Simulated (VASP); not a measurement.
**From VASP inputs to Ansatz: Te₂Mo (CdCl2 (3R octahedral) bulk)**

INCAR

```
SIGMA = 0.02
GGA = PS
ISIF = 2
PREC = Accurate
ISMEAR = -1
LCHARG = .TRUE.
LREAL = .FALSE.
LELF = .TRUE.
NSW = 0
ENCUT = 520
LWAVE = .FALSE.
EDIFF = 1E-7
IBRION = -1
NELM = 120
NBANDS = 20
LASPH = .TRUE.
```

KPOINTS

```
KPOINTS created by Atomic Simulation Environment
0
Gamma
8 8 8
0 0 0
```

KPOINTS_OPT

```
special points
11
Reciprocal
0.0000000000 0.0000000000 0.0000000000 1
0.5000000000 0.0000000000 0.0000000000 1
0.5000000000 0.1803014972 -0.1803014972 1
0.8196985028 0.5000000000 0.1803014972 1
0.5000000000 0.5000000000 0.5000000000 1
0.3401507486 0.0000000000 -0.3401507486 1
0.6598492514 0.3401507486 0.0000000000 1
0.5000000000 0.5000000000 0.0000000000 1
0.6598492514 0.6598492514 0.1803014972 1
0.5000000000 0.1442411978 -0.1442411978 1
0.6918191017 0.5000000000 0.3081808983 1
```

POSCAR

```
Mo Te
 1.0000000000000000
     1.7509539911964289    1.0109137581730638    7.0687660064411801
    -1.7509539911964289    1.0109137581730638    7.0687660064411801
    -0.0000000000000000   -2.0218275162946600    7.0687660064485422
 Mo  Te
   1   2
Cartesian
 -0.0000000000000000  0.0000000000000000 -0.0000000000000000
 -0.0000000000000000  0.0000000000126902  5.2287238220466223
  0.0000000000000000  0.0000000000387777 15.9775741972842802
```

VASP ran with the recommended PBE PAW datasets (26 valence electrons in the cell).

Q: Write an Ansatz input for this cell and level of theory.

A: 

```yaml
crystal:
  lattice:
    - [1.7509539912, 1.0109137582, 7.0687660064]
    - [-1.7509539912, 1.0109137582, 7.0687660064]
    - [0.0, -2.0218275163, 7.0687660064]
  atoms:
    - { symbol: Mo, position: [0.0, 0.0, 0.0] }
    - { symbol: Te, position: [0.2465646676, 0.2465646676, 0.2465646676] }
    - { symbol: Te, position: [0.7534353324, 0.7534353324, 0.7534353324] }
kpoints:
  mp_grid: { grid: [8, 8, 8] }
  band_path:
    path:
      - [0.0, 0.0, 0.0]
      - [0.5, 0.0, 0.0]
      - [0.5, 0.1803014972, -0.1803014972]
      - [0.8196985028, 0.5, 0.1803014972]
      - [0.5, 0.5, 0.5]
      - [0.3401507486, 0.0, -0.3401507486]
      - [0.6598492514, 0.3401507486, 0.0]
      - [0.5, 0.5, 0.0]
      - [0.6598492514, 0.6598492514, 0.1803014972]
      - [0.5, 0.1442411978, -0.1442411978]
      - [0.6918191017, 0.5, 0.3081808983]
    npoints: 1
hamiltonian:
  xc: pbesol
scf:
  occupations: { method: fermi_dirac, width: 0.02 }
  n_extra_bands: 4
output:
  forces: true
  stress: true
  eigenvalues: true
```

Other inputs would serve too.

Datasets and cutoffs are each program's own. VASP's cell holds 26 valence electrons and Ansatz's 46. Ansatz's stress includes a Pulay correction; VASP's doesn't.
